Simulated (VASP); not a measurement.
Write the native input for VASP 6.6.1 that does the following.

```yaml
Task: relaxation of cell and atoms
Functional: PBEsol
Potentials_or_basis: VASP PAW PBE potentials, release 64 (C)
Cutoff: 600 eV
k_mesh: 10 × 10 × 10
Occupations: gaussian, width 0.1 eV
Spin: no spin polarisation
Dipole_correction: no
Further_INCAR_settings: ALGO = Normal; EDIFF = 1e-06; IBRION = 2; EDIFFG = -0.01; NSW = 100; ISIF = 3
```

The structure of C lies in POSCAR:

```
C
1.0
    3.7999743097      0.0000000000      0.0000000000
    0.0000000000      3.7999743097      0.0000000000
    0.0000000000      0.0000000000      3.7999743097
C
8
Direct
    0.5000000000      0.5000000000      0.5000000000
    0.0000000000      0.0000000000      0.0000000000
    0.2500000000      0.0000000000      0.5000000000
    0.5000000000      0.2500000000      0.0000000000
    0.5000000000      0.7500000000      0.0000000000
    0.7500000000      0.0000000000      0.5000000000
    0.0000000000      0.5000000000      0.7500000000
    0.0000000000      0.5000000000      0.2500000000
```

The cell was built by a generator and needn't be a form met in nature.

The input as run:

INCAR

```
ALGO = Normal
EDIFF = 1E-6
EDIFFG = -0.01
ENCUT = 600
GGA = PS
IBRION = 2
ISIF = 3
ISMEAR = 0
LASPH = T
LCHARG = F
LREAL = F
LWAVE = F
NELM = 100
NSW = 100
PREC = Accurate
SIGMA = 0.1
```

KPOINTS

```
k-points
0
Gamma
  10 10 10
```

Potentials or basis: VASP PAW PBE potentials, release 64 (C).

Launch:

```bash
$ cat potpaw_PBE.64/C/POTCAR > POTCAR
$ mpirun -np 1 vasp_std > vasp.out
```

It gave:

The relaxed volume is 6.96 Å³/atom. The relaxed cell is a = 3.819 Å, b = 3.819 Å, c = 3.819 Å, α = 90.00°, β = 90.00°, γ = 90.00°. The space group after relaxing (to 0.05 Å) is Pm-3n (No. 223), the energy gained by relaxing is 0.8 meV/atom and the ionic steps are 3. The pressure after relaxing is 0.0 GPa and the band gap on the k mesh is none (metal or under the smearing width).

Caveat: the PAW data sets were made with another functional, which shifts forces and pressure a little.

Run time: 61 s on 1 thread of Intel(R) Xeon(R) Platinum 8559C (Emerald Rapids), with other jobs on the host, peak memory 0.19 GiB.
